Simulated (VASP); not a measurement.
# Sr (Fm-3m) in VASP: a series of runs

The runs below take Sr through relaxation of cell and atoms, single point, with PBE, LDA.

Everything below comes from runs of VASP 6.6.1. Logs are shortened: lines on timing, memory, paths and dates and some standing lists are left out, and cuts for length are marked.

## Step 1: The crystal as given

It takes space group Fm-3m (No. 225, cubic). Conventional cell: a = 6.085 Å, b = 6.085 Å, c = 6.085 Å, α = 90.00°, β = 90.00°, γ = 90.00°. Around Sr (site symmetry m-3m) lie 12 Sr at 4.30 Å.

## Step 2: Relaxation of cell and atoms, PBE

INCAR

```
SYSTEM = Sr
ALGO = Normal ; EDIFF = 1E-6
EDIFFG = -0.01 ; ENCUT = 600
GGA = PE ; IBRION = 2
ISIF = 3 ; ISMEAR = 1
ISYM = 2 ; KPAR = 4
LASPH = .TRUE. ; LCHARG = .FALSE.
LREAL = .FALSE. ; LWAVE = .FALSE.
NELM = 120 ; NSW = 80
PREC = Accurate ; SIGMA = 0.1
```

KPOINTS

```
k-points
0
G
  12 12 12
  0 0 0
```

POSCAR

```
Sr
1.0
    0.0000000000      3.0423500000      3.0423500000
    3.0423500000      0.0000000000      3.0423500000
    3.0423500000      3.0423500000      0.0000000000
Sr
1
Direct
    0.0000000000      0.0000000000      0.0000000000
```

Potentials or basis: VASP PAW PBE potentials, release 64 (Sr_sv).

Command:

```sh
$ cat potpaw_PBE.64/Sr_sv/POTCAR > POTCAR
$ mpirun -np 4 vasp_std > vasp.out
```

OUTCAR:

```text
SYSTEM = Sr
   EDIFF = 1E-6
   EDIFFG = -0.01
   ENCUT = 600
   GGA = PE
   IBRION = 2
   ISIF = 3
   ISMEAR = 1
   ISYM = 2
   LASPH = .TRUE.
   LREAL = .FALSE.
   NELM = 120
   NSW = 80
   PREC = Accurate

 ion  position               nearest neighbor table
   1  0.000  0.000  0.000-

  LATTYP: Found a face centered cubic cell.
 ALAT       =     6.0847000000

  Lattice vectors:

 A1 = (   0.0000000000,   3.0423500000,   3.0423500000)
 A2 = (   3.0423500000,   0.0000000000,   3.0423500000)
 A3 = (   3.0423500000,   3.0423500000,   0.0000000000)

Analysis of symmetry for initial positions (statically):
=====================================================================
 Subroutine PRICEL returns:
 Original cell was already a primitive cell.

 Routine SETGRP: Setting up the symmetry group for a
 face centered cubic supercell.

 Subroutine GETGRP returns: Found 48 space group operations
 (whereof 48 operations were pure point group operations)
 out of a pool of 48 trial point group operations.

The static configuration has the point symmetry O_h .

Analysis of symmetry for dynamics (positions and initial velocities):
=====================================================================
 Subroutine PRICEL returns:
 Original cell was already a primitive cell.

 Routine SETGRP: Setting up the symmetry group for a
 face centered cubic supercell.

 Subroutine GETGRP returns: Found 48 space group operations
 (whereof 48 operations were pure point group operations)
 out of a pool of 48 trial point group operations.

The dynamic configuration has the point symmetry O_h .

 Subroutine INISYM returns: Found 48 space group operations
 (whereof 48 operations are pure point group operations),
 and found     1 'primitive' translations

----------------------------------------------------------------------------------------

                                     Primitive cell

  volume of cell :      56.3193

  direct lattice vectors                    reciprocal lattice vectors
     0.000000000  3.042350000  3.042350000    -0.164346640  0.164346640  0.164346640
     3.042350000  0.000000000  3.042350000     0.164346640 -0.164346640  0.164346640
     3.042350000  3.042350000  0.000000000     0.164346640  0.164346640 -0.164346640

  length of vectors
     4.302532631  4.302532631  4.302532631     0.284656730  0.284656730  0.284656730

  position of ions in fractional coordinates (direct lattice)
     0.000000000  0.000000000  0.000000000

  ion indices of the primitive-cell ions
   primitive index   ion index
                 1           1

----------------------------------------------------------------------------------------

 KPOINTS: k-points

Automatic generation of k-mesh.
 Grid dimensions read from file:
 generate k-points for:   12   12   12

 Generating k-lattice:

  Cartesian coordinates                     Fractional coordinates (reciprocal lattice)
    -0.013695553  0.013695553  0.013695553     0.083333333  0.000000000  0.000000000
     0.013695553 -0.013695553  0.013695553     0.000000000  0.083333333  0.000000000
     0.013695553  0.013695553 -0.013695553     0.000000000  0.000000000  0.083333333

  Length of vectors
     0.023721394  0.023721394  0.023721394

  Shift w.r.t. Gamma in fractional coordinates (k-lattice)
     0.000000000  0.000000000  0.000000000

 Subroutine IBZKPT returns following result:
 ===========================================

 Found     72 irreducible k-points:

 Following reciprocal coordinates:
            Coordinates               Weight
  0.000000  0.000000  0.000000      1.000000
  0.083333  0.000000  0.000000      8.000000
  0.166667  0.000000  0.000000      8.000000
  0.250000  0.000000  0.000000      8.000000
  0.333333  0.000000  0.000000      8.000000
  0.416667  0.000000  0.000000      8.000000
[... 16 lines left out ...]
  0.500000  0.166667  0.000000     24.000000
 -0.416667  0.166667  0.000000     24.000000
 [... further k-points ...]
   k-points           NKPTS =     72   k-points in BZ     NKDIM =     72   number of bands    NBANDS=      9
   number of dos      NEDOS =    301   number of ions     NIONS =      1
   total plane-waves  NPLWV =  46656
   dimension x,y,z NGX =    36 NGY =   36 NGZ =   36
   dimension x,y,z NGXF=    72 NGYF=   72 NGZF=   72
   ions per type =               1
   NGX,Y,Z   is equivalent  to a cutoff of  13.91, 13.91, 13.91 a.u.
   NGXF,Y,Z  is equivalent  to a cutoff of  27.82, 27.82, 27.82 a.u.
 SYSTEM =  Sr
   PREC   = accura    normal or accurate (medium, high low for compatibility)
   ISTART =      0    job   : 0-new  1-cont  2-samecut
   ICHARG =      2    charge: 1-file 2-atom 10-const
   ISPIN  =      1    spin polarized calculation?
   LNONCOLLINEAR =      F non collinear calculations
   LSORBIT =      F    spin-orbit coupling
   LASPH  =      T    aspherical Exc in radial PAW
   ENCUT  =  600.0 eV  44.10 Ry    6.64 a.u.   8.59  8.59  8.59*2*pi/ulx,y,z
   NELM   =    120;   NELMIN=  2; NELMDL= -5     # of ELM steps
   EDIFF  = 0.1E-05   stopping-criterion for ELM
   LREAL  =      F    real-space projection
   EDIFFG = -.1E-01   stopping-criterion for IOM
   NSW    =     80    number of steps for IOM
   IBRION =      2    ionic relax: 0-MD 1-quasi-New 2-CG
   NFREE  =      1    steps in history (QN), initial steepest desc. (CG)
   ISIF   =      3    stress and relaxation
   ISYM   =      2    0-nonsym 1-usesym 2-fastsym
   POTIM  = 0.5000    time-step for ionic-motion
   TEBEG  =    0.0;   TEEND  =   0.0 temperature during run
   PSTRESS=    0.0 pullay stress
   NELECT =      10.0000    total number of electrons
   NUPDOWN=      -1.0000    fix difference up-down
   EMIN   =  10.00;   EMAX   =-10.00  energy-range for DOS
   EFERMI =   0.00;   METHOD = LEGACY
   ISMEAR =     1;   SIGMA  =   0.10  broadening in eV -4-tet -1-fermi 0-gaus
   EFERMI_NEDOS =   21; number of points for ismear=-14 and -15
   IALGO  =     38    algorithm
   IMIX   =      4    mixing-type and parameters
     AMIX     =   0.40;   BMIX     =  1.00
     AMIX_MAG =   1.60;   BMIX_MAG =  1.00
  volume/ion in A,a.u.               =      56.32       380.06
  Fermi-wavevector in a.u.,A,eV,Ry     =   0.920144  1.738819 11.519569  0.846664
  Thomas-Fermi vector in A             =   2.045416
   LORBIT       =      0    0 simple, 1 ext, 2 COOP (PROOUT), +10 PAW based schemes
   GGA     = PE    functional components
   LHFCALC =     F    Hartree Fock is set to
   AEXX    =    0.0000 exact exchange contribution
   IVDW    =     0    specifies the selected vdW correction
   LEPSILON=     F    determine dielectric tensor
   LRPA    =     F    only Hartree local field effects (RPA)
 conjugate gradient relaxation of ions
 non-spin polarized calculation
 Methfessel and Paxton  Order N= 1 SIGMA  =   0.10
  energy-cutoff  :      600.00
  volume of cell :       56.32
 maximum number of plane-waves:      1899
   NGX = 17   NGY = 17   NGZ = 17

--------------------------------------- Ionic step        1  -------------------------------------------

 number of electron      10.0000000 magnetization

 Free energy of the ion-electron system (eV)
  ---------------------------------------------------
  ext. energy  EPLUGINS =         0.00000000
  ---------------------------------------------------
  free energy    TOTEN  =        -1.63454857 eV

  energy without entropy =       -1.63320108  energy(sigma->0) =       -1.63409940

------------------------ aborting loop because EDIFF is reached ----------------------------------------

  FORCE on cell =-STRESS in cart. coord.  units (eV):
  Direction    XX          YY          ZZ          XY          YZ          ZX
  --------------------------------------------------------------------------------------
  -------------------------------------------------------------------------------------
  Total       -0.1211228     -0.1211228     -0.1211228      0.0000000     -0.0000000      0.0000000
  in kB       -3.4457127     -3.4457127     -3.4457127      0.0000000     -0.0000000      0.0000000
  external PRESSURE =      -3.4457127 kB  Pullay stress =       0.0000000 kB
[... 55 lines left out ...]
  energy  without entropy=       -1.6351209769  energy(sigma->0) =       -1.63574683

--------------------------------------- Ionic step        3  -------------------------------------------

 number of electron      10.0000000 magnetization

 Free energy of the ion-electron system (eV)
  ---------------------------------------------------
  ext. energy  EPLUGINS =         0.00000000
  ---------------------------------------------------
  free energy    TOTEN  =        -1.63642402 eV

  energy without entropy =       -1.63581657  energy(sigma->0) =       -1.63622153

 E-fermi :   1.6119     XC(G=0):  -7.3716

 val. band max:        1.6024601132   @ k =  -0.3333   0.3333   0.1667
 cond. band min:       1.6192050173   @ k =  -0.4167   0.2500   0.0000
 fundamental gap:      0.0167449041
 Fermi energy:         1.6118795585

 k-point     1 :       0.0000    0.0000    0.0000
  band No.  band energies     occupation
      1     -34.9920      2.00000
      2     -16.8788      2.00000
      3     -16.8788      2.00000
      4     -16.8788      2.00000
      5      -2.0468      2.00000
      6       3.9624      0.00000
      7       3.9624      0.00000
      8       3.9624      0.00000
      9       5.4398      0.00000
[... 265 lines left out ...]
 k-point    24 :      -0.4167    0.1667    0.0000
  band No.  band energies     occupation
      1     -34.9762      2.00000
      2     -17.0609      2.00000
      3     -16.9426      2.00000
      4     -16.9137      2.00000
      5       0.8414      2.00000
      6       1.7040     -0.02984
      7       3.2066     -0.00000
      8       4.1277      0.00000
      9       6.1860      0.00000

 [... further k-points ...]

------------------------ aborting loop because EDIFF is reached ----------------------------------------

  FORCE on cell =-STRESS in cart. coord.  units (eV):
  Direction    XX          YY          ZZ          XY          YZ          ZX
  --------------------------------------------------------------------------------------
  -------------------------------------------------------------------------------------
  Total        0.0012078      0.0012078      0.0012078     -0.0000000     -0.0000000      0.0000000
  in kB        0.0354489      0.0354489      0.0354489     -0.0000000     -0.0000000      0.0000000
  external PRESSURE =       0.0354489 kB  Pullay stress =       0.0000000 kB
[... 16 lines left out ...]
  FREE ENERGIE OF THE ION-ELECTRON SYSTEM (eV)
  ---------------------------------------------------
  free  energy   TOTEN  =        -1.6364240150 eV

  energy  without entropy=       -1.6358165691  energy(sigma->0) =       -1.63622153

 reached required accuracy - stopping structural energy minimisation
```

Run time: 14 s. Hardware: 4 MPI ranks of Intel Xeon 6975P-C (Granite Rapids), shared host; peak memory 0.23 GiB.

Results:

```
Free energy                            : -1.6364 eV
Relaxed volume                         : 54.59 Å³/atom
Relaxed cell                           : a = 4.258 Å, b = 4.258 Å, c = 4.258 Å, α = 60.00°, β = 60.00°, γ = 60.00°
Space group after relaxing (to 0.05 Å) : Fm-3m (No. 225)
Energy gained by relaxing              : 1.9 meV/atom
Ionic steps                            : 3
Pressure after relaxing                : 0.0 GPa
Band gap on the k mesh                 : none (metal or under the smearing width)
```

Step by step:
```tsv
step	energy change (eV)	largest force (eV/Å)	pressure (GPa)	volume (Å³)
1	0.0000	0.0000	-0.34	56.32
2	-0.0015	0.0000	-0.15	55.34
3	-0.0019	0.0000	0.00	54.59
```

Final structure:
```
Sr
1.0
     0.00000    3.01082    3.01082
     3.01082    0.00000    3.01082
     3.01082    3.01082    0.00000
Sr
1
Direct
  0.00000 0.00000 0.00000
```

## Step 3: Single point, LDA

This run uses another cell than the first one, of 54.59 Å³/atom, 0.969 times its volume.

INCAR

```
SYSTEM = Sr
ALGO = Normal ; EDIFF = 1E-6
ENCUT = 450 ; ISIF = 2
ISMEAR = 1 ; KPAR = 4
LASPH = .TRUE. ; LCHARG = .FALSE.
LREAL = .FALSE. ; LWAVE = .FALSE.
NBANDS = 11 ; NELM = 120
PREC = Accurate ; SIGMA = 0.1
```

KPOINTS is that of step 2.

POSCAR

```
Sr                                      
1.0
    0.0000000000      3.0108223025      3.0108223025
    3.0108223025     -0.0000000000      3.0108223025
    3.0108223025      3.0108223025     -0.0000000000
  Sr            
     1
Direct
     0.0000000000000000    0.0000000000000000    0.0000000000000000
```

Potentials or basis: VASP PAW LDA potentials, release 64 (Sr_sv).

Command:

```sh
$ cat potpaw_LDA.64/Sr_sv/POTCAR > POTCAR
$ mpirun -np 4 vasp_std > vasp.out
```

Wall time 4.1 s (4 MPI ranks of Intel Xeon 6975P-C (Granite Rapids), shared host); peak memory 0.15 GiB.

Results (log left out):

- Free energy: -1.8689 eV
- Pressure: -1.4 GPa
- Band gap on the k mesh: none (metal or under the smearing width)

Levels at points of the mesh, in eV from the Fermi level:
```
           k point  band 2  band 3  band 4  band 5  band 6  band 7  band 8  band 9
(0.00, 0.00, 0.00)  -18.44  -18.44  -18.44   -3.69    2.23    2.23    2.23    3.70
(0.50, 0.00, 0.00)  -18.65  -18.47  -18.47   -1.19    0.12    2.09    2.09    4.75
(0.50, 0.50, 0.00)  -18.63  -18.52  -18.52   -0.69    0.27    1.10    4.76    5.05
```
